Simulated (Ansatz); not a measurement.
**Two structures of Si: comparison of enthalpies under pressure from a Python script**

Wanted for two structures of Si: a comparison of enthalpies under pressure.

All numbers are computed with Ansatz 0.2.0 through its Python package. Level of theory: DFT PBE, plane waves, PAW.

**1. The system**

Si Pm-3m: It takes space group Pm-3m (No. 221, cubic). Conventional cell: a = 2.570 Å, b = 2.570 Å, c = 2.570 Å, α = 90.00°, β = 90.00°, γ = 90.00°. Si (site symmetry m-3m) is surrounded by 6 Si at 2.57 Å.

Si Fd-3m: Symmetry: Fd-3m, No. 227, cubic system. Conventional cell: a = 5.430 Å, b = 5.430 Å, c = 5.430 Å, α = 90.00°, β = 90.00°, γ = 90.00°. Si (site symmetry -43m) is surrounded by 4 Si at 2.35 Å.

The script holds or builds the structure itself.

**2. Script**

Input file transition.py:

```python
'''Enthalpies of two structures of Si under pressure.'''

import ansatz as az
import numpy as np
import pandas as pd


def sc(a_site, a):
    return (
        az.Lattice.cubic(a)
        .space_group(221)
        .atom(a_site, [0, 0, 0])
    )


def diamond(A, a):
    return (
        az.Lattice.fcc(a)
        .space_group(227, origin_choice=1)
        .atom(A, [0, 0, 0])
        .primitive()
    )


def ground_state(name, crystal, pressure=0.0):
    calc = (
        crystal.calculation()
        .basis(19 * az.Ha)
        .functional('pbe')
        .kpoints(spacing=0.14)
        .occupations('cold', width=0.05)
    )
    calc = calc.relax(force_tolerance=0.02, max_steps=40, cell=True, pressure=pressure)
    return calc.run(threads=1, pin='off')


def volume_per_atom(outcome):
    return abs(np.linalg.det(outcome.lattice.cell_ang)) / len(outcome.lattice.sites)

phases = {}
phases['sc'] = sc('Si', 2.57)
phases['diamond'] = diamond('Si', 5.43)

# H = E + PV, with 1 eV per cubic angstrom equal to 160.2 GPa
pressures = [0, 20, 40, 60]
enthalpy, volume = {name: [] for name in phases}, {name: [] for name in phases}
for p in pressures:
    for name, crystal in phases.items():
        o = ground_state(name, crystal, pressure=p)
        volume[name].append(volume_per_atom(o))
        enthalpy[name].append(o.report['energy_sigma0_ev'] / len(o.lattice.sites) + p * volume[name][-1] / 160.21766)
gap = np.array(enthalpy['diamond']) - np.array(enthalpy['sc'])
rows = [(p, va, vb, 1000 * d) for p, va, vb, d in zip(pressures, volume['sc'], volume['diamond'], gap)]
print(pd.DataFrame(rows, columns=['P (GPa)', 'V sc (A^3/atom)', 'V diamond (A^3/atom)', 'H(diamond) - H(sc) (meV/atom)']).round(4).to_string(index=False))
crossings = [p0 - g0 * (p1 - p0) / (g1 - g0) for p0, p1, g0, g1 in zip(pressures, pressures[1:], gap, gap[1:]) if g0 * g1 < 0]
print('crossing near', [round(float(p), 1) for p in crossings], 'GPa') if crossings else print('no crossing in this range')
```

**3. Running it**

The run is started by

```
$ python transition.py
```

Output:

```text
 P (GPa)  V sc (A^3/atom)  V diamond (A^3/atom)  H(diamond) - H(sc) (meV/atom)
       0          16.2673               20.4567                      -347.9517
      20          14.0558               17.4224                       116.2072
      40          12.8047               15.7422                       507.2518
      60          11.9084               14.5783                       855.9590
crossing near [15.0] GPa
```

Wall time 83 s (1 thread of Arm Neoverse V2, shared host); peak memory 0.49 GiB.

**4. The runs side by side**

One row for each of the 8 runs:

```tsv
run	system	space group at the end	pressure asked (GPa)	energy from run 2 (meV/atom)	final volume (Å³/atom)	pressure (GPa)	SCF cycles in all	CPU time (s)
1	Si (1 atom)	Pm-3m	0	347.95	16.27	0.04	15	6.3
2	Si (2 atoms)	Fd-3m	0	0.00	20.46	0.02	16	8.9
3	Si (1 atom)	Pm-3m	20	469.22	14.06	20.00	23	9.6
4	Si (2 atoms)	Fd-3m	20	165.17	17.42	20.00	20	13
5	Si (1 atom)	Pm-3m	40	698.23	12.80	39.99	26	9.2
6	Si (2 atoms)	Fd-3m	40	472.11	15.74	40.00	26	13
7	Si (1 atom)	Pm-3m	60	975.50	11.91	60.00	28	8.8
8	Si (2 atoms)	Fd-3m	60	831.63	14.58	60.00	25	12
```

Energies are extrapolated to zero smearing width, as in the script. 

Enthalpy H = E + pV of the second structure less the first:

```tsv
pressure (GPa)	ΔH (meV/atom)
0	-348.0
20	116.2
40	507.3
60	856.0
```

**5. Path of the relaxation of run 3**

Step by step:

```csv
step,energy from step 1 (eV/cell),largest force component (eV/Å),pressure (GPa),volume (Å³)
1,0.0000,0.0000,-3.88,16.97
2,0.0548,0.0000,13.52,14.61
3,0.1341,0.0000,22.17,13.89
4,0.1113,0.0000,19.87,14.07
5,0.1125,0.0000,20.00,14.06
6,0.1126,0.0000,20.00,14.06
```

Step 1 is the start. Step 6 repeats the geometry before it on a plane-wave basis chosen anew for that cell, so its energy need not be comparable with the rows above.

«Before» is this run's own start.

|  | before | after | change |
| --- | --- | --- | --- |
| a (Å) | 2.570 | 2.413 | -6.1 % |
| b (Å) | 2.570 | 2.413 | -6.1 % |
| c (Å) | 2.570 | 2.413 | -6.1 % |
| volume (Å³/atom) | 16.97 | 14.06 | -17.2 % |
| shortest distance (Å) | 2.570 | 2.413 | -6.1 % |
| space group (0.01 Å) | Pm-3m | Pm-3m | same |

Forces and stress were held to the start's 48 operations: a distortion of lower symmetry was not tested.

Under a set pressure the enthalpy E + pV is minimised, so E itself may rise.

**6. Path of the relaxation of run 6**

Step by step:

```csv
step,E - E(step 1) (eV/cell),largest force component (eV/Å),pressure (GPa),volume (Å³)
1,0.0000,0.0000,2.06,40.03
2,0.3759,0.0000,21.90,34.45
3,1.1821,0.0000,47.00,30.59
4,0.9162,0.0000,39.34,31.57
5,0.9384,0.0000,40.00,31.48
6,0.9386,0.0000,40.00,31.48
```

Step 1 is the start. Step 6 repeats the geometry before it on a plane-wave basis chosen anew for that cell, so its energy need not be comparable with the rows above.

Lengths and angles in the start's conventional setting:

«Before» is this run's own start.

|  | before | after | change |
| --- | --- | --- | --- |
| a (Å) | 5.430 | 5.012 | -7.7 % |
| b (Å) | 5.430 | 5.012 | -7.7 % |
| c (Å) | 5.430 | 5.012 | -7.7 % |
| volume (Å³/atom) | 20.01 | 15.74 | -21.3 % |
| shortest distance (Å) | 2.351 | 2.170 | -7.7 % |
| space group (0.01 Å) | Fd-3m | Fd-3m | same |

Forces and stress were held to the start's 48 operations: a distortion of lower symmetry was not tested.

Under a set pressure the enthalpy E + pV is minimised, so E itself may rise.

**7. What came out**

| quantity | value |
| --- | --- |
| runs compared | 8 |
| crossing of the enthalpies | near 15 GPa |

What this shows: The order turns near 15 GPa, to Pm-3m, the denser one there. Temperature and kinetics are left out, and mesh and smearing can move the crossing. In run 3, the volume shrank by 17.2 % over 4 moves under the 20 GPa asked, and the space group stayed Pm-3m. In run 6, over 4 moves the cell shrank by 21.3 % in volume under the 40 GPa asked, and the space group stayed Fd-3m. What to keep in mind:
- At a fixed pressure a relaxation lowers the enthalpy F + PV, while F alone can rise.
- Only these two structures are compared, at zero temperature and with their symmetry kept; either may be hypothetical, and another phase may be lower than both. Differences under 10 to 15 meV an atom lie within the error of mesh and functional.
- The cells are prototypes set up for this calculation and needn't exist.
